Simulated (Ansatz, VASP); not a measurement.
## One calculation of Bi2Te, two programs

INCAR

```
SYSTEM = Bi2Te
  PREC = Accurate
  ENCUT = 520
  EDIFF = 1E-6
  ISMEAR = 0
  SIGMA = 0.1
  LREAL = .FALSE.
  LASPH = .TRUE.
  NELM = 100
  ALGO = Fast
  ISIF = 2
  LWAVE = .FALSE.
  LCHARG = .FALSE.
  GGA = PE
  NBANDS = 45
```

File KPOINTS:

```
Automatic mesh
0
G
  4 4 4
  0 0 0
```

The input POSCAR:

```
Bi2Te
1.0
    6.5581870400      0.0000000000      0.0000000000
    0.0000000000      6.5581870400      0.0000000000
    0.0000000000      0.0000000000      5.0114146700
Bi Te
4 2
Direct
    0.2467348500      0.2467348500      0.5000000000
    0.7532651500      0.7532651500      0.5000000000
    0.2532651500      0.7467348500      0.5000000000
    0.7467348500      0.2532651500      0.5000000000
    0.0000000000      0.5000000000      0.5482697800
    0.5000000000      0.0000000000      0.4517302200
```

Input for Ansatz:

```yaml
crystal:
  lattice:
    - [6.55818704, 0.0, 0.0]
    - [0.0, 6.55818704, 0.0]
    - [0.0, 0.0, 5.01141467]
  atoms:
    - { symbol: Bi, position: [0.24673485, 0.24673485, 0.5] }
    - { symbol: Bi, position: [0.75326515, 0.75326515, 0.5] }
    - { symbol: Bi, position: [0.25326515, 0.74673485, 0.5] }
    - { symbol: Bi, position: [0.74673485, 0.25326515, 0.5] }
    - { symbol: Te, position: [0.0, 0.5, 0.54826978] }
    - { symbol: Te, position: [0.5, 0.0, 0.45173022] }
basis:
  ecutwfc: 420
kpoints:
  mp_grid: { grid: [4, 4, 4] }
hamiltonian:
  xc: pbe
scf:
  occupations: { method: gaussian, width: 0.1 }
  lower_state_search: "off"
output:
  forces: true
  stress: true
  eigenvalues: true
```

Alike in both runs: task single point; functional PBE; k mesh 4 × 4 × 4; occupations gaussian, width 0.1 eV; no spin polarisation.

|  | VASP | Ansatz |
| --- | --- | --- |
| version | VASP 6.6.1 | Ansatz 0.2.0 |
| potentials or method | VASP PAW PBE potentials, release 64 (Bi_d, Te) | scalar-relativistic, plane waves, PAW |
| plane-wave cutoff (eV) | 520 | 420 |
| valence electrons in the cell | 72 | 92 |

|  | VASP | Ansatz | Ansatz less VASP |
| --- | --- | --- | --- |
| gap on the k mesh at the Fermi level (eV) | none | none | - |
| rms of the force components (eV/Å) | 1.525 | 1.557 | +0.0323 |

Atom by atom the forces differ by 0.032 eV/Å (rms over components). A gap of «none» marks a metal or a gap that the smearing closes. The two sets of potentials don't hold the same shells in valence.

Caveats: spin-orbit coupling is left out, which moves the levels of the heavy elements; forces of over 1 eV/Å show positions far from the minimum, so gaps and moduli don't describe the material at rest.
